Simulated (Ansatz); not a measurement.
**Charge transition levels of the H interstitial in BeS, term by term**

These are results of DFT PBE, scalar-relativistic, plane waves, PAW (Ansatz), not measurements. Run with 420 eV cutoff, 2×2×2 k-mesh, shifted by half a step, Gaussian smearing of 0.01 eV, collinear spin in charge 0 alone.

Host crystal, relaxed:

```
CELL_PARAMETERS angstrom
0.00000 2.43806 2.43806
2.43806 0.00000 2.43806
2.43806 2.43806 0.00000
ATOMIC_POSITIONS crystal
Be 0.00000 0.00000 0.00000
S 0.75000 0.75000 0.75000
```

The H interstitial was set at (0.250, 0.250, 0.250) of the host cell, in a supercell of 32 sites (464 Å³), relaxed at fixed cell in each charge q. The host's Kohn–Sham gap is 3.15 eV and its static dielectric constant 7.3 (mean). For each charge: the supercell's free energy over the neutral one with q electrons exchanged at the valence band top, F(q) − F(0) + qE_v; the image-charge term; and the term that aligns the potential far from the defect with the host's.

```tsv
q	F(q) − F(0) + qE_v (eV)	image charge (eV)	alignment (eV)
+1	-0.511	0.369	-0.027
0	0.000	0.000	0.000
-1	1.340	0.369	-0.192
```

Problem. Add the terms and find the levels between neighbouring charges, ε(q/q′) = [A(q′) − A(q)]/(q − q′), with and without the two corrections.

Solution. A(q): -0.169 eV for +1, 0.000 eV for 0, 1.517 eV for -1.
| level | corrected (eV over E_v) | uncorrected (eV) |
| --- | --- | --- |
| (+1/0) | 0.17 | 0.51 |
| (0/-1) | 1.52 | 1.34 |

As a check, a point charge in a simple cubic cell of this volume has q²αe²/(2εL) = 0.362 q² eV (e² = 14.40 eV Å, α = 2.837, L = 7.74 Å); the shape of the real cell can change it somewhat. The term grows as q², so it pushes donor levels down and acceptor levels up. The program doubts the alignment for q = -1, so levels beside it are uncertain by about that term.

Problem. Which of these charges is lowest with the Fermi level at the valence band top, at mid-gap and at the conduction band bottom?

Solution. The line A(q) + qE_F that lies lowest gives the charge: +1 at E_F = 0.00 eV, -1 at E_F = 1.57 eV, -1 at E_F = 3.15 eV. Charges beyond those computed could lie lower near the band edges.

Problem. The neutral defect forms at 2.57 eV with atoms taken from and returned to the elements. What are the formation energies at those three Fermi levels, and what share of sites would hold the defect at 1200 K with E_F at mid-gap, if the host still stood at that temperature?

Solution. E_f = E_f(0) + A(q) + qE_F = 2.40, 2.52, 0.94 eV. In the dilute limit the share is exp(−E_f/k_BT) = exp(−2.515/0.1034) = 2.7×10⁻¹¹, leaving out degeneracy and vibrational entropy. This is the H-rich limit; a poorer supply of H, or a competing compound of it, raises E_f. The small cell and the narrow Kohn–Sham gap leave errors of tenths of an eV or more, which change the share by orders of magnitude.